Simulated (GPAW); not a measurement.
Runs of GPAW 26.7.0 on Te. The structure is trigonal, space group P3_121 (No. 152). Conventional cell: a = 4.454 Å, b = 4.454 Å, c = 5.924 Å, α = 90.00°, β = 90.00°, γ = 120.00°. Te (site symmetry 2) is surrounded by 2 Te at 2.86 Å. 

```csv
task,level,potentials or basis,cell,k mesh,cutoff (eV),smearing,maxiter,response ecut,eta,response k mesh,domega0,gap on the mesh (eV),pressure (GPa),largest force (eV/Å)
single point,PBEsol,"PAW data sets generated in the run's folder for this functional, pw",as given,7 × 7 × 5,600,fermi-dirac 0.05 eV,150,-,-,-,-,(b),-1.3,0.07
single point,PBEsol,"PAW data sets generated in the run's folder for this functional, pw","atoms moved at random, drawn with an rms of 0.05 Å",7 × 7 × 5,600,fermi-dirac 0.05 eV,150,-,-,-,-,0.44,-1.7,0.18
optical spectrum,LDA,"the program's PAW data sets (release 1.2.1) made for this functional, pw",as given,6 × 6 × 4,400,fermi-dirac 0.001 eV,150,50 eV,0.1 eV,11 × 11 × 7,0.05 eV,0.11,-,-
optical spectrum,PBEsol,"PAW data sets generated in the run's folder for this functional, pw",as given,6 × 6 × 4,400,fermi-dirac 0.001 eV,150,50 eV,0.1 eV,11 × 11 × 7,0.05 eV,0.13,-,-
optical spectrum,RPBE,"the program's PAW data sets (release 1.2.1) made for this functional, pw",as given,6 × 6 × 4,400,fermi-dirac 0.001 eV,150,50 eV,0.1 eV,11 × 11 × 7,0.05 eV,0.20,-,-
optical spectrum,AM05,"PAW data sets generated in the run's folder for this functional, pw",as given,6 × 6 × 4,400,fermi-dirac 0.001 eV,150,50 eV,0.1 eV,11 × 11 × 7,0.05 eV,0.15,-,-
single point,r2SCAN,"GPAW PAW data sets (gpaw-data 1.2.1), pw",volume scaled by 0.96,6 × 6 × 4,450,fermi-dirac 0.05 eV,120,-,-,-,-,(a),2.7,0.10
```

Alike in all rows: no spin polarisation.

Question: Estimate the missing entries.

Answer: (a) 0.34; (b) 0.59.

Caveats: spin-orbit coupling is left out, which moves the levels of the heavy elements; an odd mesh through Γ misses points on the zone boundary, where band edges often lie (some runs); with so narrow a direct gap the onset needs a denser k mesh (some runs); the long-wavelength limit can be off by a per cent or two (some runs); independent-particle spectra lack excitons (some runs); the cutoff is short for stress and forces, so pressures can be off by a GPa or more (some runs); the PAW data sets were made with another functional, which shifts forces and pressure a little (some runs).

A k mesh can miss the band edges, and the runs leave out spin-orbit coupling on Te.

Runs at the PBE level aren't shown here.
